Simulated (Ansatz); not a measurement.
## Ca (Pm-3m), an elastic constant from a strain scan

Level of theory: DFT PBEsol, scalar-relativistic, plane waves, PAW in Ansatz. Cutoff 420 eV, Γ-centred 18×18×18 k-points, Gaussian smearing of 0.15 eV. No spin polarisation. Energies are free energies at this smearing, counted from the undisturbed cell; pressure is positive in compression.

Zero of the scan (relaxed at this level; with this scan's settings it stands at 0.1 GPa; this simple cubic form isn't the usual structure):

```yaml
crystal:
  lattice:
    - [3.44720, 0.00000, 0.00000]
    - [0.00000, 3.44720, 0.00000]
    - [0.00000, 0.00000, 3.44720]
  atoms:
    - { symbol: Ca, position: [0.00000, 0.00000, 0.00000] }
```

The cell is strained by ε times the Voigt pattern (0, 0, 1, 0, 0, 0) (xx, yy, zz, yz, xz, xy; engineering shear) with fractional coordinates fixed. The cell holds 1 atom in V0 = 40.96 Å³. The stress column is τ = (1/V0) dE/dε, got from the stress tensor σ (compression positive) at each point as −det(1 + εP) σ : P(1 + εP)⁻¹, with P the pattern as a tensor.

```csv
ε,ΔE (meV/atom),τ (GPa)
-0.0400,12.725,-2.495
-0.0300,7.214,-1.827
-0.0200,3.337,-1.215
-0.0100,0.966,-0.647
0.0000,0.000,-0.114
0.0100,0.355,0.386
0.0200,1.950,0.856
0.0300,4.702,1.291
0.0350,6.483,1.494
0.0400,?,?
```

Problem. Which combination of elastic constants does this scan measure, and how large is it?

Solution. For small ε, τ = τ0 + Kε with K = pᵀCp, which for this pattern is C11 in the cubic axes. The parabola through τ at ε = -0.0100, 0 and 0.0100 has slope K = 52 GPa at zero. The energies per cell, E = NΔE, of the same two points give K = 2[E(ε₊)/ε₊ − E(ε₋)/ε₋]/[(ε₊ − ε₋)V0] = 52 GPa, in agreement.

Problem. Predict the withheld row at ε = 0.0400 from the harmonic law, and compare.

Solution. ΔE = V0(τ0 ε + Kε²/2)/N = 9.396 meV/atom and τ = 1.95 GPa. The calculation gives 8.518 meV/atom and 1.69 GPa: the energy lies 9 % below the harmonic value, as bonds soften when stretched.

In a metal these slopes depend on the k mesh and the smearing.